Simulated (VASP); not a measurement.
# PtS2 (P-3m1) in VASP: notebook

The runs below take PtS2 through G0W0 quasiparticle levels, with PBE.

Everything below comes from runs of VASP 6.6.1. Logs are shortened: lines on timing, memory, paths and dates and some standing lists are left out, and cuts for length are marked.

## Step 1: Starting point

The structure is trigonal, space group P-3m1 (No. 164). The conventional cell has a = 3.543 Å, b = 3.543 Å, c = 5.039 Å, α = 90.00°, β = 90.00°, γ = 120.00°. Pt (site symmetry -3m) is surrounded by 6 S at 2.34 Å. S (site symmetry 3m) is surrounded by 3 Pt at 2.34 Å.

## Step 2: G0W0 quasiparticle levels, PBE

POSCAR

```
PtS2
1.0
    3.5432000000      0.0000000000      0.0000000000
   -1.7716000000      3.0685012107      0.0000000000
    0.0000000000      0.0000000000      5.0388000000
Pt S
1 2
Direct
    0.0000000000      0.0000000000      0.0000000000
    0.6666666667      0.3333333333      0.7730000000
    0.3333333333      0.6666666667      0.2270000000
```

INCAR.step1

```
SYSTEM = PtS2
PREC = Accurate
ENCUT = 450
EDIFF = 1E-8
ISMEAR = 0
SIGMA = 0.01
LREAL = .False.
LASPH = .True.
NELM = 80
ALGO = Fast
LWAVE = .True.
LCHARG = .False.
GGA = PE
```

INCAR.step2

```
SYSTEM = PtS2
PREC = Accurate
ENCUT = 450
EDIFF = 1E-8
ISMEAR = 0
SIGMA = 0.01
LREAL = .False.
LASPH = .True.
NELM = 1
ALGO = Exact
LWAVE = .True.
LCHARG = .False.
GGA = PE
NBANDS = 230
LOPTICS = .True.
ISTART = 1
```

INCAR.step3

```
SYSTEM = PtS2
PREC = Accurate
ENCUT = 450
EDIFF = 1E-8
ISMEAR = 0
SIGMA = 0.01
LREAL = .False.
LASPH = .True.
ALGO = EVGW0
LWAVE = .False.
LCHARG = .False.
GGA = PE
NELMGW = 1
NBANDS = 230
ENCUTGW = 50
NOMEGA = 48
PRECFOCK = Fast
ISTART = 1
NBANDSGW = 19
```

KPOINTS

```
regular mesh
0
Gamma
  3 3 2
  0 0 0
```

Potentials or basis: VASP PAW PBE potentials, release 64 (Pt_GW, S_GW).

Run with:

```
$ cat potpaw_PBE.64/Pt_GW/POTCAR potpaw_PBE.64/S_GW/POTCAR > POTCAR
$ cp INCAR.step1 INCAR
$ mpirun -np 1 vasp_std > vasp.out
$ cp INCAR.step2 INCAR
$ mpirun -np 1 vasp_std > vasp.out
$ cp INCAR.step3 INCAR
$ mpirun -np 1 vasp_std > vasp.out
```

OUTCAR:

```text
SYSTEM = PtS2
   PREC = Accurate
   ENCUT = 450
   EDIFF = 1E-8
   ISMEAR = 0
   LREAL = .False.
   LASPH = .True.
   GGA = PE
   NELMGW = 1
   ENCUTGW = 50
   PRECFOCK = Fast
   ISTART = 1

 Found      6 irreducible k-points:

 Following reciprocal coordinates:
            Coordinates               Weight
  0.000000  0.000000  0.000000      1.000000
  0.333333 -0.000000  0.000000      6.000000
  0.333333  0.333333  0.000000      2.000000
  0.000000  0.000000  0.500000      1.000000
  0.333333 -0.000000  0.500000      6.000000
  0.333333  0.333333  0.500000      2.000000
   k-points           NKPTS =      6   k-points in BZ     NKDIM =     18   number of bands    NBANDS=    230
   number of dos      NEDOS =    301   number of ions     NIONS =      3
   total plane-waves  NPLWV =  28224
   dimension x,y,z NGX =    28 NGY =   28 NGZ =   36
   dimension x,y,z NGXF=    56 NGYF=   56 NGZF=   72
   ions per type =               1   2
   NGX,Y,Z   is equivalent  to a cutoff of  13.14, 13.14, 11.88 a.u.
   NGXF,Y,Z  is equivalent  to a cutoff of  26.28, 26.28, 23.76 a.u.
 SYSTEM =  PtS2
   PREC   = accura    normal or accurate (medium, high low for compatibility)
   ISTART =      1    job   : 0-new  1-cont  2-samecut
   ICHARG =      0    charge: 1-file 2-atom 10-const
   ISPIN  =      1    spin polarized calculation?
   LNONCOLLINEAR =      F non collinear calculations
   LSORBIT =      F    spin-orbit coupling
   LASPH  =      T    aspherical Exc in radial PAW
   ENCUT  =  450.0 eV  33.07 Ry    5.75 a.u.   6.13  6.13  8.72*2*pi/ulx,y,z
   NELM   =     60;   NELMIN=  2; NELMDL=  0     # of ELM steps
   EDIFF  = 0.1E-07   stopping-criterion for ELM
   LREAL  =      F    real-space projection
   EDIFFG = 0.1E-06   stopping-criterion for IOM
   NSW    =      0    number of steps for IOM
   IBRION =     -1    ionic relax: 0-MD 1-quasi-New 2-CG
   NFREE  =      0    steps in history (QN), initial steepest desc. (CG)
   ISIF   =      0    stress and relaxation
   ISYM   =      3    0-nonsym 1-usesym 2-fastsym
   POTIM  = 0.5000    time-step for ionic-motion
   TEBEG  =    0.0;   TEEND  =   0.0 temperature during run
   PSTRESS=    0.0 pullay stress
   NELECT =      22.0000    total number of electrons
   NUPDOWN=      -1.0000    fix difference up-down
   EMIN   =  10.00;   EMAX   =-10.00  energy-range for DOS
   EFERMI =   0.00;   METHOD = LEGACY
   ISMEAR =     0;   SIGMA  =   0.01  broadening in eV -4-tet -1-fermi 0-gaus
   EFERMI_NEDOS =   21; number of points for ismear=-14 and -15
   IALGO  =     38    algorithm
   IMIX   =      4    mixing-type and parameters
     AMIX     =   0.40;   BMIX     =  1.00
     AMIX_MAG =   1.60;   BMIX_MAG =  1.00
  volume/ion in A,a.u.               =      18.26       123.23
  Fermi-wavevector in a.u.,A,eV,Ry     =   1.207812  2.282434 19.848315  1.458810
  Thomas-Fermi vector in A             =   2.343439
   LORBIT       =      0    0 simple, 1 ext, 2 COOP (PROOUT), +10 PAW based schemes
   GGA     = PE    functional components
   LHFCALC =     T    Hartree Fock is set to
   PRECFOCK=fast      Normal, Fast or Accurate (Low or Medium for compatibility)
   ENCUT4O =  -1.0   cutoff for four orbital integrals eV
   NKREDX  =     1    reduce k-point grid by
   NKREDY  =     1    reduce k-point grid by
   NKREDZ  =     1    reduce k-point grid by
   AEXX    =    1.0000 exact exchange contribution
   HFSCREEN=    0.0000 screening length (either q_TF or 0.3 A-1)
   HFSCREENC=   0.0000 screening length for correlation (either q_TF or 0.3 A-1)
   ENCUTFOCK=  -1.0 apply spherical cutoff to Coloumb kernel
   IVDW    =     0    specifies the selected vdW correction
   LEPSILON=     F    determine dielectric tensor
   LRPA    =     F    only Hartree local field effects (RPA)
   LRPAFORCE           =     F    calculate RPA forces
   ENCUTGW             =  50.0    cutoff for response function in eV
   ENCUTGWSOFT         =  40.0    soft cutoff for Coulomb kernel in GW response function in eV
   ENCUTLF             =  -1.0    cutoff for local field effects
   NELMGW              =     1    number of iterations in solving QP/BSE equation
   NELMHF              =     1    number of iterations in the inner HF iteration
   NKREDLFX            =     1    NKREDLFY  =   1   NKREDLFZ  =   1
 non-spin polarized calculation
 Gauss-broadening in eV      SIGMA  =   0.01
  energy-cutoff  :      450.00
  volume of cell :       54.78
 maximum number of plane-waves:      1206
 NGX is ok and might be reduce to    28
  NGX = 14; NGY = 14; NGZ = 20
   NGX = 13   NGY = 13   NGZ = 17
 maximum number of plane-waves:        48
 NGX is ok and might be reduce to    10

 QP shifts <psi_nk| G(iteration)W_0 |psi_nk>: iteration 1
 for sc-GW calculations column KS-energies equals QP-energies in previous step
 and V_xc(KS)=  KS-energies - (<T + V_ion + V_H > + <T+V_H+V_ion>^1  + <V_x>^1)

 k-point   1 :       0.0000    0.0000    0.0000
  band No.  KS-energies  QP-energies   sigma(KS)   V_xc(KS)     V^pw_x(r,r')   Z            occupation Imag(sigma)

      1      -8.8583      -8.7431     -12.9907     -13.1654     -21.5015       0.6592       2.0000       1.4744
      2      -5.6147      -5.6697     -14.0987     -14.0192     -21.2110       0.6923       2.0000       0.9643
      3      -0.3195      -0.5800     -13.5108     -13.1473     -18.0531       0.7166       2.0000       0.4543
      4      -0.3195      -0.5800     -13.5108     -13.1473     -18.0531       0.7166       2.0000       0.4543
      5      -0.2002      -0.5869     -12.5294     -11.9899     -17.6610       0.7169       2.0000       0.7016
      6       2.7435       2.2786     -13.5668     -12.9226     -18.0346       0.7217       2.0000       0.2698
[... 11 lines left out ...]
     18      18.6471      19.2847     -10.8793     -11.6952      -5.1190       0.7815       0.0000      -0.4596
     19      19.2652      19.9208     -11.5055     -12.3672      -5.7558       0.7609       0.0000      -0.4542

 k-point   2 :       0.3333   -0.0000    0.0000
  band No.  KS-energies  QP-energies   sigma(KS)   V_xc(KS)     V^pw_x(r,r')   Z            occupation Imag(sigma)

      1      -7.5812      -7.5956     -13.4779     -13.4560     -21.3455       0.6583       2.0000       1.1786
      2      -6.2610      -6.2822     -14.0153     -13.9837     -21.4276       0.6694       2.0000       0.9674
      3      -0.0550      -0.4063     -13.0017     -12.5244     -17.7630       0.7360       2.0000       0.5484
      4       0.3861       0.1413     -13.5730     -13.2386     -17.8002       0.7321       2.0000       0.4062
      5       1.1782       0.8982     -13.1992     -12.8217     -17.2468       0.7418       2.0000       0.4143
      6       1.2907       0.8886     -12.8569     -12.3136     -17.2887       0.7401       2.0000       0.4651
[... 11 lines left out ...]
     18      16.1436      16.6914     -10.9247     -11.6411      -5.5201       0.7647       0.0000      -0.3135
     19      17.8730      18.3802     -10.6779     -11.3350      -5.0558       0.7719       0.0000      -0.4018

 k-point   3 :       0.3333    0.3333    0.0000
  band No.  KS-energies  QP-energies   sigma(KS)   V_xc(KS)     V^pw_x(r,r')   Z            occupation Imag(sigma)

      1      -6.5818      -6.6116     -13.9325     -13.8877     -21.4460       0.6635       2.0000       0.9946
      2      -6.5818      -6.6116     -13.9325     -13.8877     -21.4460       0.6635       2.0000       0.9946
      3      -0.1188      -0.3723     -12.8328     -12.4908     -17.1600       0.7412       2.0000       0.5387
      4       0.3778      -0.0030     -13.0219     -12.5037     -17.4306       0.7348       2.0000       0.4442
      5       0.3778      -0.0030     -13.0219     -12.5037     -17.4306       0.7348       2.0000       0.4442
      6       2.1373       1.8519     -13.3715     -12.9830     -17.6020       0.7347       2.0000       0.3966
[... 11 lines left out ...]
     18      17.3449      18.0239     -10.8541     -11.7194      -5.0797       0.7847       0.0000      -0.4968
     19      17.7944      18.4925     -11.1663     -12.0568      -5.3303       0.7840       0.0000      -0.5068

 k-point   4 :       0.0000    0.0000    0.5000
  band No.  KS-energies  QP-energies   sigma(KS)   V_xc(KS)     V^pw_x(r,r')   Z            occupation Imag(sigma)

      1      -8.5790      -8.4713     -13.1732     -13.3378     -21.5097       0.6538       2.0000       1.3247
      2      -6.3064      -6.4178     -13.6081     -13.4441     -21.0325       0.6793       2.0000       1.1654
      3      -0.2993      -0.5594     -13.5175     -13.1560     -18.0519       0.7193       2.0000       0.4525
      4      -0.2993      -0.5594     -13.5175     -13.1560     -18.0519       0.7193       2.0000       0.4525
      5       1.0737       0.7322     -13.3091     -12.8381     -18.3095       0.7250       2.0000       0.4905
      6       2.7207       2.2543     -13.5481     -12.8998     -18.0275       0.7195       2.0000       0.2716
[... 11 lines left out ...]
     18      16.2882      16.3375      -9.1534      -9.2169      -3.9897       0.7772       0.0000      -0.2473
     19      17.8446      18.2364     -10.5248     -11.0407      -5.1094       0.7594       0.0000      -0.3196

 k-point   5 :       0.3333   -0.0000    0.5000
  band No.  KS-energies  QP-energies   sigma(KS)   V_xc(KS)     V^pw_x(r,r')   Z            occupation Imag(sigma)

      1      -7.3618      -7.3690     -13.6322     -13.6214     -21.3838       0.6598       2.0000       1.0877
      2      -6.5042      -6.5400     -13.8349     -13.7811     -21.3649       0.6662       2.0000       1.0470
      3      -0.3929      -0.7831     -12.7935     -12.2608     -17.6137       0.7325       2.0000       0.6057
      4       0.3383       0.0910     -13.5421     -13.2033     -17.8060       0.7301       2.0000       0.4165
      5       0.6667       0.3802     -13.0394     -12.6539     -17.2437       0.7431       2.0000       0.4905
      6       2.1211       1.7209     -13.2797     -12.7304     -17.8245       0.7285       2.0000       0.3555
[... 11 lines left out ...]
     18      17.0657      17.8200     -11.3678     -12.3497      -5.8194       0.7681       0.0000      -0.4162
     19      18.1414      18.6549     -10.8808     -11.5429      -5.2775       0.7755       0.0000      -0.4142

 k-point   6 :       0.3333    0.3333    0.5000
  band No.  KS-energies  QP-energies   sigma(KS)   V_xc(KS)     V^pw_x(r,r')   Z            occupation Imag(sigma)

      1      -6.5646      -6.5882     -13.9464     -13.9109     -21.4622       0.6649       2.0000       0.9932
      2      -6.5646      -6.5882     -13.9464     -13.9109     -21.4622       0.6649       2.0000       0.9932
      3       0.1606      -0.2596     -12.8270     -12.2537     -17.2949       0.7331       2.0000       0.4738
      4       0.1606      -0.2596     -12.8270     -12.2537     -17.2949       0.7331       2.0000       0.4738
      5       0.2053      -0.0010     -13.0661     -12.7885     -17.2707       0.7430       2.0000       0.4869
      6       2.3310       2.1092     -13.5655     -13.2654     -17.4451       0.7392       2.0000       0.3483
[... 11 lines left out ...]
     18      17.2992      17.7097     -10.6154     -11.1542      -5.1630       0.7617       0.0000      -0.3058
     19      17.2992      17.7097     -10.6154     -11.1542      -5.1630       0.7617       0.0000      -0.3058
```

Wall time 80 s (1 thread of Intel Xeon Platinum 8488C (Sapphire Rapids), shared host); peak memory 0.38 GiB.

The run converged, but some of its settings lie outside the range that counts as converged, so its numbers aren't taken as properties of the crystal.

What came out:

```yaml
Band_gap_on_the_k_mesh_mean-field_level: 1.18 eV, indirect (least direct gap 2.40 eV)
Quasiparticle_gap: 1.57 eV
Least_direct_quasiparticle_gap: 2.98 eV
```

Caveat: the k mesh is coarse (spacing up to 0.68 Å⁻¹), so the values aren't converged; bands, screening cutoff and mesh are small and nothing is extrapolated, so the quasiparticle values aren't converged; spin-orbit coupling is left out, which moves the levels of the heavy elements; an odd mesh through Γ misses points on the zone boundary, where band edges often lie.

(Part 1 of 2 ends here.)
